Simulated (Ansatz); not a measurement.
The crystal is GaN (F-43m).

```
Ga N
1.0
     0.00000    2.25350    2.25350
     2.25350    0.00000    2.25350
     2.25350    2.25350    0.00000
Ga N
1 1
Cartesian
  0.0000 0.0000 0.0000
  3.3803 3.3803 3.3803
```

The cell and positions are those that the Materials Project relaxed with its own functionals (PBE, PBE+U or r2SCAN), kept fixed. This is not the form that GaN usually takes at ambient conditions.

Gaps computed with Ansatz 0.2.0 without a self-energy: LDA 1.74 eV, PBE 1.72 eV, HSE06 2.96 eV and DDH-PBE0 3.00 eV. The mean ε∞ by PBE perturbation theory is 5.96.

Question: What gap should G0W0 on PBE give (6×6×6 mesh, 146 empty bands, screening to 200 eV, PAW set soft_1 files)?

About 2.83 eV: on its mesh the run moves the gap from 1.72 eV by +1.11 eV. Among the scalar-relativistic levels given, HSE06 is nearest (+0.13 eV). One-shot corrections scale roughly with one over ε∞, here 0.17. Bands and cutoff are finite, so the gap is not at the basis limit. The miss can reach some tenths of an eV and take either sign; the mesh is an error of its own. The many-body steps are scalar-relativistic: spin-orbit coupling is not in them.

[Paths, hosts, dates, memory and timing lines, banners, echoed tables and standing remarks are left out of the program output.]

[Logs are printed without paths, hosts, clocks, repeated set-up lines and the standing remarks that a program may print on its own settings, such as how far it seeks lower states.]

[Runs of the session that timed out or met a known fault of the program may be left out.]

[Cells called generated may have been cut or substituted from an entry of the Crystallography Open Database or the Materials Project.]

[Hosts, paths, dates, database ids (printed as entryN), source tags and the programs' standing remarks are cut or masked in the printed files.]
